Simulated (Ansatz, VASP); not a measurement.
Sr: VASP beside Ansatz

Contents of INCAR:

```
SYSTEM = Sr
PREC = Accurate
ENCUT = 520
EDIFF = 1E-6
ISMEAR = -1
SIGMA = 0.08
LREAL = .False.
LASPH = .True.
NELM = 100
ALGO = Normal
ISIF = 2
LWAVE = .False.
LCHARG = .False.
GGA = PS
NBANDS = 11
```

Contents of KPOINTS:

```
regular mesh
0
Gamma
  11 11 11
  0 0 0
```

Contents of POSCAR:

```
Sr
1.0
   -1.9168521965      1.9168521965      1.9168521965
    1.9168521965     -1.9168521965      1.9168521965
    1.9168521965      1.9168521965     -1.9168521965
Sr
1
Direct
    0.0000000000      0.0000000000      0.0000000000
```

Input for Ansatz:

```yaml
crystal:
  lattice:
    - [-1.9168521965, 1.9168521965, 1.9168521965]
    - [1.9168521965, -1.9168521965, 1.9168521965]
    - [1.9168521965, 1.9168521965, -1.9168521965]
  atoms:
    - { symbol: Sr, position: [0.0, 0.0, 0.0] }
kpoints:
  mp_grid: { grid: [11, 11, 11] }
scf:
  occupations: { method: fermi_dirac, width: 0.08 }
hamiltonian:
  xc: pbesol
  pseudopotentials: { kind: paw }
output:
  forces: true
  stress: true
  eigenvalues: true
  populations: true
  write_density: true
  write_potential: true
  elf: true
  volumetric_format: npy
```

Change from the starting cell: volume scaled by 0.55, PAW files.

Alike in both runs: task single point; functional PBEsol; k mesh 11 × 11 × 11; occupations fermi-dirac, width 0.08 eV; no spin polarisation.

|  | VASP | Ansatz |
| --- | --- | --- |
| version | VASP 6.6.1 | Ansatz 0.2.0 |
| potentials or method | VASP PAW PBE potentials, release 64 (Sr_sv) | PAW with Ansatz's default frozen-core files, scalar-relativistic |
| plane-wave cutoff (eV) | 520 | 420 |
| valence electrons in the cell | 10 | 10 |

```csv
,VASP,Ansatz,Ansatz less VASP
pressure (GPa),18.7,18.5,-0.22
```

Caveats: so large a pressure means that the cell lies far from this level's equilibrium, or that cutoff or potentials fall short (VASP); the potentials were made for another functional, which shifts forces and pressure (VASP).
